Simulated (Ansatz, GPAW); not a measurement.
# Geometry or basis: what sets the conductance of decane-1,10-dithiol between two Al chains, part 4 of 4

Wanted: T(E) of decane-1,10-dithiol between two Al chains at a relaxed geometry in two programs, beside the unrelaxed structure.

GPAW 26.7.0 and Ansatz 0.2.0; Ansatz plane waves; relaxation of the junction with the lead ends held; PAW set soft_1 (the session's first sound run).

So far, transmission at the Fermi level (one spin): step 3 (plane-wave reference (PBE)) 2.2e-9; step 4 (GPAW, dzp, PBE, GPAW) 1.3e-9; step 5 (GPAW, szp: basis = "szp(dzp)", PBE, GPAW) 7.2e-10; step 6 (minimal basis, PBE, GPAW) 5.6e-10; step 7 (LDA in the dzp basis: xc = "LDA") 2.0e-9. Also open channels of the lead at the Fermi level (one spin): 2 in steps 3, 4, 5 and 6.

## Step 8: The structure as built: geometry = "as built"

Level of this step: GPAW LCAO, PAW setups; Landauer transmission from Green's functions with principal layers (ASE), zero bias (GPAW).

The dzp basis with PBE on the structure as first built shows what the relaxation was worth.

run.py reads:

```python
import json
import numpy as np
from ase import Atoms
from ase.transport.calculators import TransportCalculator
from gpaw import GPAW, FermiDirac
from gpaw.lcao.tools import get_lcao_hamiltonian
from scipy.linalg import eigh

# The junction with lead layers at both ends, along the third cell vector
device = Atoms(
    ['Al', 'Al', 'Al', 'Al', 'Al', 'Al', 'Al', 'S', 'H', 'C', 'H', 'H', 'C', 'H', 'H', 'C', 'H', 'H', 'H', 'C', 'C', 'H', 'H', 'H', 'C', 'H', 'H', 'C', 'H', 'H', 'C', 'H', 'H', 'C', 'H', 'H', 'C', 'H', 'S', 'Al', 'Al', 'Al', 'Al', 'Al', 'Al', 'Al'],
    positions=[
        [6.36589, 5.27488, 1.20000],
        [6.36589, 5.27488, 3.60000],
        [6.36589, 5.27488, 6.00000],
        [6.36589, 5.27488, 8.40000],
        [6.36589, 5.27488, 10.80000],
        [6.36589, 5.27488, 13.20000],
        [6.36589, 5.27488, 15.60000],
        [4.70971, 4.16427, 16.52931],
        [4.03600, 6.09690, 17.77923],
        [4.20147, 5.04516, 18.03369],
        [3.25000, 4.62456, 18.37441],
        [6.21748, 5.33014, 18.76864],
        [5.26551, 4.91406, 19.12128],
        [5.43111, 3.85404, 19.34519],
        [4.59760, 6.69025, 20.14068],
        [4.83582, 5.64961, 20.39438],
        [3.91516, 5.20247, 20.78875],
        [6.83666, 6.09193, 21.08696],
        [6.53951, 3.60567, 21.28265],
        [5.91050, 5.66197, 21.48689],
        [6.19343, 4.27745, 22.07602],
        [5.56577, 6.33416, 22.28050],
        [5.26710, 3.84687, 22.47490],
        [8.18730, 4.73922, 22.77673],
        [7.26687, 4.29040, 23.16959],
        [7.50649, 3.25000, 23.42272],
        [6.66605, 6.08440, 24.22595],
        [6.83449, 5.02360, 24.44138],
        [5.88492, 4.60887, 24.80040],
        [8.84532, 5.31108, 25.17826],
        [7.89439, 4.90015, 25.53880],
        [8.06521, 3.84112, 25.76762],
        [7.29644, 6.69417, 26.57554],
        [7.46720, 5.63619, 26.81161],
        [6.51455, 5.22123, 27.16435],
        [9.48139, 5.92916, 27.55893],
        [8.53026, 5.50729, 27.89900],
        [8.69718, 4.45577, 28.15346],
        [8.01979, 6.38849, 29.40225],
        [6.36589, 5.27488, 30.33203],
        [6.36589, 5.27488, 32.73203],
        [6.36589, 5.27488, 35.13203],
        [6.36589, 5.27488, 37.53203],
        [6.36589, 5.27488, 39.93203],
        [6.36589, 5.27488, 42.33203],
        [6.36589, 5.27488, 44.73203]],
    cell=[[12.73178, 0.0, 0.0], [0.0, 10.54975, 0.0], [0.0, 0.0, 45.93203]],
    pbc=True)

# One principal layer of the lead: the first 4 atoms of the device
lead = Atoms(
    ['Al', 'Al', 'Al', 'Al'],
    positions=[
        [6.36589, 5.27488, 1.20000],
        [6.36589, 5.27488, 3.60000],
        [6.36589, 5.27488, 6.00000],
        [6.36589, 5.27488, 8.40000]],
    cell=[[12.73178, 0.0, 0.0], [0.0, 10.54975, 0.0], [0.0, 0.0, 9.6]],
    pbc=True)

settings = dict(mode='lcao', basis='dzp', xc='PBE', h=0.2,
                occupations=FermiDirac(0.1), maxiter=250,
                mixer=dict(beta=0.1, nmaxold=8, weight=100.0),
                convergence=dict(density=0.0001))
energies = np.arange(-2, 2 + 1e-9, 0.025)
eta = 0.0001
n1, n2 = 1, 1
# k and -k transmit alike, so half of the mesh across the current serves
mesh = [(i, j) for i in range(n1) for j in range(n2) if (i, j) <= (-i % n1, -j % n2)]
weights = np.array([1 if (i, j) == (-i % n1, -j % n2) else 2 for i, j in mesh]) / (n1 * n2)

# [... helper functions left out ...]
fermi_lead = ground_state(lead, (1, 1, 12), 'lead.txt')
fermi_device = ground_state(device, (1, 1, 2), 'device.txt')
# [... loop over the mesh left out, but for ...]
        # Shift the lead onto the potential of the device's first layer
        shift = ((H[:, 0, 0] - H0[:, 0, 0]) / S0[0, 0]).real.mean()
# [...]
kT = 8.617333e-5 * 300
bias = [0.1, 0.2, 0.5, 1.0, 1.5, 2.0]
# [... integrals and printing left out ...]
```

Command:

```bash
$ OMP_NUM_THREADS=1 OPENBLAS_NUM_THREADS=1 python run.py
```

Numbers of over 12 decimals in the logs are rounded to 6 here.

The program printed:

```text
basis functions: device 438, principal layer 52
Fermi level: lead -3.5460 eV, device -3.2679 eV; lead shifted by 0.0047 eV
largest coupling past the next layer 1.49e-15 eV, largest misfit of the first layer 0.021 eV
  E-E_F (eV)   T (one spin)  channels
    -2.000    4.7701e-03    1.0000
    -1.975    1.5295e-04    1.0000
    -1.950    5.5932e-07    1.0000
[...]
1.975    7.2966e-07    3.0000
     2.000    7.4260e-07    3.0000
conductance at 300 K: 7.5415e-06 G0 a cell; thermopower 48.16 uV/K
current from the zero-bias T(E) at 0.1 V: 5.8312e-05 uA
current from the zero-bias T(E) at 0.2 V: 0.00011512 uA
current from the zero-bias T(E) at 0.5 V: 0.00023695 uA
current from the zero-bias T(E) at 1.0 V: 0.00026958 uA
current from the zero-bias T(E) at 1.5 V: 0.00026981 uA
current from the zero-bias T(E) at 2.0 V: 0.00027183 uA
```

Wall time 4.7 min (1 thread of Intel Xeon Platinum 8375C at 2.90GHz (Ice Lake), shared host); peak memory 2.1 GiB.

This step gave:

```
conductance                                    : 7.54e-6 G₀
thermopower                                    : 48.16 μV/K
largest coupling past the next principal layer : 1.49e-15 eV
largest misfit of the first principal layer    : 0.02094 eV
shift that aligns the lead                     : 0.004720 eV
transmission at the Fermi level (one spin)     : 7.55e-6
```

The conductance, 7.5e-6 G₀, lies a factor of 5621 above that of the dzp run.

## Step 9: The ladder

Times are wall times on the hardware named with each run. Results by setting:

| no. | run | conductance (G₀) | time | memory (GiB) |
| --- | --- | --- | --- | --- |
| 1 | pw PBE | 2.17e-9 | 2.9 h | 6.9 |
| 2 | dzp | 1.34e-9 | 4.7 min | 2.1 |
| 3 | szp | 7.33e-10 | 4.2 min | 2.1 |
| 4 | sz | 5.60e-10 | 2.9 min | 1.9 |
| 5 | dzp LDA | 1.99e-9 | 4.2 min | 2.1 |
| 6 | asbuilt | 7.54e-6 | 4.7 min | 2.1 |

## Step 10: Comparison

The curves are compared point by point over the common energies.

This step: comparison of transmission and cost over codes, levels and geometry; PAW set soft_1 (GPAW 26.7.0).

Ladder, by row:

| step | code | T at the Fermi level (sum over the listed spins) | conductance (G0) | r.m.s. T(E) from the first | wall time (s) | peak memory (GiB) | threads |
| --- | --- | --- | --- | --- | --- | --- | --- |
| pw-pbe | Ansatz | 2.15e-9 | 2.17e-9 | 0 | 10430 | 6.909 | 4 |
| dzp | GPAW | 1.33e-9 | 1.34e-9 | 3.10e-6 | 282.6 | 2.12 | 1 |
| szp | GPAW | 7.20e-10 | 7.33e-10 | 8.32e-6 | 249.8 | 2.09 | 1 |
| sz | GPAW | 5.55e-10 | 5.60e-10 | 8.60e-6 | 175.3 | 1.93 | 1 |
| dzp-LDA | GPAW | 1.97e-9 | 1.99e-9 | 2.87e-6 | 249.5 | 2.12 | 1 |
| asbuilt | GPAW | 7.55e-6 | 7.54e-6 | 3.76e-4 | 279.4 | 2.12 | 1 |

Transmission, zone mean, sum over the listed spins against energy, zero at the Fermi level:

```csv
energy (eV),pw-pbe,dzp,szp,sz,dzp-LDA,asbuilt
-2.0000,4.9e-8,1.2e-7,7.6e-8,1.1e-7,2.7e-7,0.00477
-1.9250,5.9e-6,3.3e-9,3.4e-6,1.1e-5,2.9e-7,1.4e-9
-1.9000,1.6e-5,6.8e-6,3.2e-7,1.4e-7,3.6e-8,1.6e-8
-1.7500,4.8e-6,3.7e-6,2.9e-7,3.2e-6,4.0e-6,5.0e-11
-1.6250,2.3e-5,2.1e-5,2.9e-6,9.0e-15,2.6e-5,3.5e-10
-1.5750,5.3e-5,4.3e-5,1.5e-6,1.1e-15,5.0e-5,4.3e-10
-1.5500,6.1e-5,3.7e-5,8.5e-7,5.4e-16,4.1e-5,4.4e-10
-1.5000,2.5e-5,1.2e-5,2.5e-7,1.6e-16,1.3e-5,4.2e-10
-1.2500,1.7e-9,1.0e-14,1.3e-16,7.7e-18,2.6e-14,5.6e-18
-1.0000,0,7.7e-18,1.7e-18,3.7e-17,1.6e-17,-5.5e-19
-0.7500,0,1.0e-15,4.2e-15,2.5e-17,1.9e-15,-2.0e-19
-0.5000,0,7.9e-18,9.5e-19,4.8e-19,1.2e-17,9.5e-18
-0.2500,1.1e-9,6.8e-10,2.7e-10,5.0e-10,9.3e-10,5.1e-6
0.0000,2.2e-9,1.3e-9,7.2e-10,5.6e-10,2.0e-9,7.5e-6
0.2500,3.9e-9,2.6e-9,2.0e-9,8.5e-10,4.1e-9,5.5e-7
0.5000,9.0e-9,7.0e-9,8.8e-9,2.3e-9,1.1e-8,2.0e-8
0.7500,1.9e-8,1.9e-8,4.0e-8,7.7e-9,3.1e-8,2.1e-8
1.0000,4.5e-8,4.6e-8,1.5e-7,2.1e-8,9.2e-8,2.7e-7
1.2500,1.1e-7,1.4e-7,3.5e-7,4.7e-8,2.4e-7,4.3e-7
1.5000,1.8e-7,2.7e-7,5.0e-7,8.5e-8,4.0e-7,5.3e-7
1.7500,2.4e-7,3.5e-7,5.5e-7,1.4e-7,4.8e-7,6.3e-7
2.0000,4.1e-7,4.8e-7,6.2e-7,2.5e-7,6.5e-7,7.4e-7
```

## Step 11: Mixing 0.25, functional RPBE: beta = 0.25, nmaxold = 5 and xc = "RPBE"

Mixing changes the road to self-consistency, not its end. The mixing history changes the road to self-consistency, not its end. The functional moves levels against the Fermi level.

This step: GPAW LCAO, PAW setups; Landauer transmission from Green's functions with principal layers (ASE), zero bias (GPAW 26.7.0).

run.py reads:

```python
import json
import numpy as np
from ase import Atoms
from ase.transport.calculators import TransportCalculator
from gpaw import GPAW, FermiDirac
from gpaw.lcao.tools import get_lcao_hamiltonian
from scipy.linalg import eigh

# The junction with lead layers at both ends, along the third cell vector
device = Atoms(
    ['Al', 'Al', 'Al', 'Al', 'Al', 'Al', 'Al', 'S', 'H', 'C', 'H', 'H', 'C', 'H', 'H', 'C', 'H', 'H', 'H', 'C', 'C', 'H', 'H', 'H', 'C', 'H', 'H', 'C', 'H', 'H', 'C', 'H', 'H', 'C', 'H', 'H', 'C', 'H', 'S', 'Al', 'Al', 'Al', 'Al', 'Al', 'Al', 'Al'],
    positions=[
        [6.36589, 5.27488, 1.20000],
        [6.36589, 5.27488, 3.60000],
        [6.36589, 5.27488, 6.00000],
        [6.36589, 5.27488, 8.40000],
        [6.36589, 5.27488, 10.80000],
        [6.86652, 3.98727, 12.95540],
        [6.51355, 5.35136, 15.14519],
        [6.78764, 4.63104, 17.23097],
        [6.85159, 6.93060, 18.06773],
        [6.38981, 5.99891, 18.42018],
        [5.30029, 6.13572, 18.42637],
        [7.98901, 5.49965, 19.78128],
        [6.89679, 5.64027, 19.81966],
        [6.46922, 4.66996, 20.11454],
        [6.92657, 7.68984, 20.49388],
        [6.55223, 6.71916, 20.85879],
        [5.45572, 6.82370, 20.92843],
        [8.21689, 6.30347, 22.18162],
        [6.58482, 4.38513, 22.41088],
        [7.12895, 6.47068, 22.26472],
        [6.49836, 5.29627, 23.02342],
        [7.00868, 7.39316, 22.85417],
        [5.41616, 5.47938, 23.14123],
        [8.21304, 4.92353, 24.29280],
        [7.11727, 5.00158, 24.40072],
        [6.77856, 4.00412, 24.72586],
        [7.16111, 7.00466, 25.26256],
        [6.79058, 5.99944, 25.52120],
        [5.69503, 6.09029, 25.61564],
        [8.48173, 5.51995, 26.78062],
        [7.38334, 5.57081, 26.87117],
        [7.05207, 4.54206, 27.09365],
        [7.33355, 7.51346, 27.84804],
        [7.01538, 6.47942, 28.05378],
        [5.92241, 6.50947, 28.18046],
        [8.75744, 5.98004, 29.25367],
        [7.66425, 5.99950, 29.35307],
        [7.33600, 4.97571, 29.58885],
        [7.28452, 7.11481, 30.79094],
        [6.84933, 5.56558, 32.32716],
        [6.05738, 3.44841, 33.42723],
        [6.36589, 5.27488, 35.13203],
        [6.36589, 5.27488, 37.53203],
        [6.36589, 5.27488, 39.93203],
        [6.36589, 5.27488, 42.33203],
        [6.36589, 5.27488, 44.73203]],
    cell=[[12.73178, 0.0, 0.0], [0.0, 10.54975, 0.0], [0.0, 0.0, 45.93203]],
    pbc=True)

# One principal layer of the lead: the first 4 atoms of the device
lead = Atoms(
    ['Al', 'Al', 'Al', 'Al'],
    positions=[
        [6.36589, 5.27488, 1.20000],
        [6.36589, 5.27488, 3.60000],
        [6.36589, 5.27488, 6.00000],
        [6.36589, 5.27488, 8.40000]],
    cell=[[12.73178, 0.0, 0.0], [0.0, 10.54975, 0.0], [0.0, 0.0, 9.6]],
    pbc=True)

settings = dict(mode='lcao', basis='dzp', xc='RPBE', h=0.2,
                occupations=FermiDirac(0.1), maxiter=250,
                mixer=dict(beta=0.25, nmaxold=5, weight=100.0),
                convergence=dict(density=0.0001))
energies = np.arange(-2, 2 + 1e-9, 0.025)
eta = 0.0001
n1, n2 = 1, 1
# k and -k transmit alike, so half of the mesh across the current serves
mesh = [(i, j) for i in range(n1) for j in range(n2) if (i, j) <= (-i % n1, -j % n2)]
weights = np.array([1 if (i, j) == (-i % n1, -j % n2) else 2 for i, j in mesh]) / (n1 * n2)

# [... helper functions left out ...]
fermi_lead = ground_state(lead, (1, 1, 12), 'lead.txt')
fermi_device = ground_state(device, (1, 1, 2), 'device.txt')
# [... loop over the mesh left out, but for ...]
        # Shift the lead onto the potential of the device's first layer
        shift = ((H[:, 0, 0] - H0[:, 0, 0]) / S0[0, 0]).real.mean()
# [...]
kT = 8.617333e-5 * 300
bias = [0.1, 0.2, 0.5, 1.0, 1.5, 2.0]
# [... integrals and printing left out ...]
```

The program printed:

```text
basis functions: device 438, principal layer 52
Fermi level: lead -3.4913 eV, device -3.1876 eV; lead shifted by 0.0111 eV
largest coupling past the next layer 1.27e-15 eV, largest misfit of the first layer 0.051 eV
  E-E_F (eV)   T (one spin)  channels
    -2.000    5.4964e-08    1.0000
    -1.975    3.3040e-08    1.0000
    -1.950    1.3325e-09    1.0000
    -1.925    2.1198e-07    1.0000
    -1.900    4.1260e-05    1.0000
    -1.875    5.6507e-06    1.0000
    -1.850    2.8791e-06    1.0000
    -1.825    2.4588e-06    1.0000
    -1.800    2.5171e-06    1.0000
    -1.775    2.8311e-06    1.0000
    -1.750    3.3902e-06    1.0000
    -1.725    4.2689e-06    1.0000
    -1.700    5.6319e-06    1.0000
    -1.675    7.7933e-06    1.0000
    -1.650    1.1352e-05    1.0000
    -1.625    1.7424e-05    1.0000
[...]
1.825    3.2444e-07    3.0000
     1.850    3.3501e-07    3.0000
     1.875    3.4639e-07    3.0000
     1.900    3.5877e-07    3.0000
     1.925    3.7235e-07    3.0000
     1.950    3.8733e-07    3.0000
     1.975    4.0396e-07    3.0000
     2.000    4.2252e-07    3.0000
conductance at 300 K: 1.1568e-09 G0 a cell; thermopower -13.28 uV/K
current from the zero-bias T(E) at 0.1 V: 8.9925e-09 uA
current from the zero-bias T(E) at 0.2 V: 1.8157e-08 uA
current from the zero-bias T(E) at 0.5 V: 4.8181e-08 uA
current from the zero-bias T(E) at 1.0 V: 1.2134e-07 uA
current from the zero-bias T(E) at 1.5 V: 2.9906e-07 uA
current from the zero-bias T(E) at 2.0 V: 6.6389e-07 uA
```

The job ended after 4.6 min (1 thread; peak memory 1.9 GiB).

This step gave:

```yaml
conductance: 1.16e-9 G₀
thermopower: -13.28 μV/K
largest_coupling_past_the_next_principal_layer: 1.27e-15 eV
largest_misfit_of_the_first_principal_layer: 0.05110 eV
shift_that_aligns_the_lead: 0.01108 eV
transmission_at_the_fermi_level_one_spin: 1.15e-9
```

One spin. The transmission, zone mean by energy, zero at the Fermi level:

```csv
energy (eV),"transmission, zone mean"
-2.000,5.5e-8
-1.900,4.1e-5
-1.800,2.5e-6
-1.700,5.6e-6
-1.600,2.8e-5
-1.550,4.0e-5
-1.500,1.3e-5
-1.400,8.3e-7
-1.300,1.3e-8
-1.200,0
-1.100,0
-1.000,0
-0.900,0
-0.800,0
-0.700,1.2e-12
-0.600,0
-0.500,0
-0.400,0
-0.300,5.1e-10
-0.200,7.8e-10
-0.100,9.8e-10
0.000,1.1e-9
0.100,1.4e-9
0.200,1.8e-9
0.300,2.5e-9
0.400,3.7e-9
0.500,5.4e-9
0.600,8.0e-9
0.700,1.2e-8
0.800,1.6e-8
0.900,2.0e-8
1.000,2.1e-8
1.100,4.9e-8
1.200,7.9e-8
1.300,1.2e-7
1.400,1.6e-7
1.500,2.0e-7
1.600,2.4e-7
1.700,2.8e-7
1.800,3.1e-7
1.900,3.6e-7
2.000,4.2e-7
```

Crossings of the lead's bands, unfolded to its shortest repeat. Open channels, zone mean against energy, zero at the Fermi level:

energy (eV), open channels, zone mean and a bar:
```
   -2.000       1.00 ##########
   -1.800       1.00 ##########
   -1.600       1.00 ##########
   -1.400       1.00 ##########
   -1.200       0.00 
   -1.000       0.00 
   -0.800       0.00 
   -0.600       0.00 
   -0.400       0.00 
   -0.200       2.00 ####################
    0.000       2.00 ####################
    0.200       2.00 ####################
    0.400       2.00 ####################
    0.600       2.00 ####################
    0.800       2.00 ####################
    1.000       2.00 ####################
    1.200       3.00 ##############################
    1.400       3.00 ##############################
    1.600       3.00 ##############################
    1.800       3.00 ##############################
    2.000       3.00 ##############################
```

Not self-consistent under bias; the bias window is split evenly. The current through one cell, from the zero-bias transmission by bias:

```csv
bias (V),"current through one cell, from the zero-bias transmission (pA)"
0.100,0.00899
0.200,0.0182
0.500,0.0482
1.000,0.121
1.500,0.299
2.000,0.664
```

Table of transmission of the three most open eigenchannels by energy, zero at the Fermi level:

```
energy (eV)  channel 1  channel 2  channel 3
     -2.000     5.5e-8          0          0
     -1.900     4.1e-5          0          0
     -1.800     2.5e-6          0          0
     -1.700     5.6e-6          0          0
     -1.600     2.8e-5          0          0
     -1.500     1.3e-5          0          0
     -1.400     8.3e-7          0          0
     -1.300     1.3e-8          0          0
     -1.200          0          0          0
     -1.100          0          0          0
     -1.000          0          0          0
     -0.900          0          0          0
     -0.800          0          0          0
     -0.700    1.2e-12          0          0
     -0.600          0          0          0
     -0.500          0          0          0
     -0.400          0          0          0
     -0.300    3.7e-10    1.5e-10          0
     -0.200    6.7e-10    1.0e-10          0
     -0.100    9.4e-10    4.7e-11          0
      0.000     1.1e-9    1.4e-11          0
      0.100     1.4e-9    1.6e-12          0
      0.200     1.8e-9          0          0
      0.300     2.5e-9    2.5e-12          0
      0.400     3.7e-9    5.0e-12          0
      0.500     5.4e-9    5.7e-12          0
      0.600     8.0e-9    3.1e-12          0
      0.700     1.2e-8          0          0
      0.800     1.6e-8    1.1e-11          0
      0.900     2.0e-8    7.6e-11          0
      1.000     2.1e-8    3.4e-10          0
      1.100     4.6e-8     2.6e-9    2.6e-11
      1.200     7.5e-8     4.7e-9    3.7e-11
      1.300     1.1e-7     7.6e-9    4.6e-11
      1.400     1.5e-7     1.1e-8    5.4e-11
      1.500     1.9e-7     1.7e-8    6.2e-11
      1.600     2.2e-7     2.4e-8    7.1e-11
      1.700     2.4e-7     3.5e-8    8.2e-11
      1.800     2.7e-7     4.9e-8    9.6e-11
      1.900     2.9e-7     7.0e-8    1.1e-10
      2.000     3.2e-7     9.7e-8    1.4e-10
```

The conductance, 1.2e-9 G₀, lies 14 % below that of the dzp run.

## Step 12: What came out

| Property | Result |
| --- | --- |
| conductance | 1.3e-9 G₀ |
| transmission at the Fermi level, mean of the spins | 1.3e-9 |
| thermopower | -15.3 μV/K |
| open channels of the lead there | 2 |

**Reading.** In the dzp basis the junction conducts 1.3e-9 G₀ at 300 K, with T = 1.3e-9 a spin at the Fermi level; no smaller basis tried comes within 10 % of that conductance. Relaxation moved atoms by up to 3.0 Å and took the conductance from 7.5e-6 to 1.3e-9 G₀, as a ratio a larger change than the step from dzp to the minimal basis. Plane waves (PBE) give T = 2.2e-9 there. The junction is in the tunnelling regime at the Fermi level. The negative thermopower says that the thermally weighted transmission is larger above the Fermi level, as for electron-like transport. Measured against the first run (pw-pbe), the nearest curve is that of dzp-LDA (r.m.s. 2.9e-6) and the farthest that of asbuilt (3.8e-4). Over the compared runs wall time goes from 175 s (sz) to 10430 s (pw-pbe), on a shared host; the plane-wave run used 4 threads and the orbital runs 1. Moves of this size go well beyond a change of bond lengths: the free chain atoms or the scatterer took up a new arrangement, and the name in the title describes the start. The leads kept an estimated spacing and the cell its length, so the junction may be under some tension or compression. Semilocal functionals put molecular levels too near the Fermi level, so such conductances usually come out too high, and chain electrodes have a sharper density of states than real ones. The carbon chain isn't all-trans: it holds 2 gauche bonds, which lower the σ coupling along it. An evenly spaced straight chain is an idealisation: free chains tend to dimerise, zigzag or, where a band edge lies near the Fermi level, turn magnetic. The currents use the zero-bias T(E) throughout, which holds only while the bias is small against the distance to the nearest feature.

[Logs are printed without paths, hosts, clocks, repeated set-up lines and the standing remarks that a program may print on its own settings, such as how far it seeks lower states.]

[Hosts, paths, dates, database ids (printed as entryN), source tags and the programs' standing remarks are cut or masked in the printed files.]
